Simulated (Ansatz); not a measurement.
CsCl (CsCl type)

```
CELL_PARAMETERS angstrom
      8.41177     0.00000     0.00000
      0.00000     4.20589     0.00000
      0.00000     0.00000     4.20589
ATOMIC_POSITIONS crystal
  Cs 0.00000 0.00000 0.00000
  Cs 0.50000 0.00000 0.00000
  Cl 0.25000 0.50000 0.50000
  Cl 0.75000 0.50000 0.50000
```

The atoms are displaced by Q × the pattern below (from a DFPT mode at X = (0.5, 0.0, 0.0), largest move 1; Q in Å), at fixed cell. (q is in reciprocal vectors of the primitive cell; the cell shown is doubled to hold the pattern.)

| atom | x | y | z |
|---|---|---|---|
| Cl3 | -1.000 | 0.000 | 0.000 |
| Cl4 | 1.000 | 0.000 | 0.000 |

Atoms not listed stay in place.

Level of theory: PBE (plane waves to 420 eV, PAW, scalar-relativistic; Ansatz, an electronic-structure program). k mesh 4×8×8 (Γ-centred), Fermi-Dirac smearing 0.05 eV. The energy includes the smearing's −TS. CsCl was relaxed with its symmetry unable to fall. The zero of ΔE is the undisplaced structure.

| Q (Å) | ΔE (meV/cell) |
|---|---|
| -0.100 | 24.1 |
| -0.067 | 10.7 |
| -0.033 | 2.7 |
| 0.000 | 0.0 |
| 0.033 | 2.7 |
| 0.067 | 10.7 |
| 0.100 | 24.1 |

Q: Which DFPT wavenumber at X = (0.5, 0.0, 0.0) belongs to this mode?
A) 136 cm⁻¹
B) 70 cm⁻¹
C) 29 cm⁻¹

A: A, 136 cm⁻¹. The curvature of the scan gives 136 cm⁻¹

(A displaced cell: forces are minus the slopes of the energy, force constants its curvatures, and phonons follow from these.)
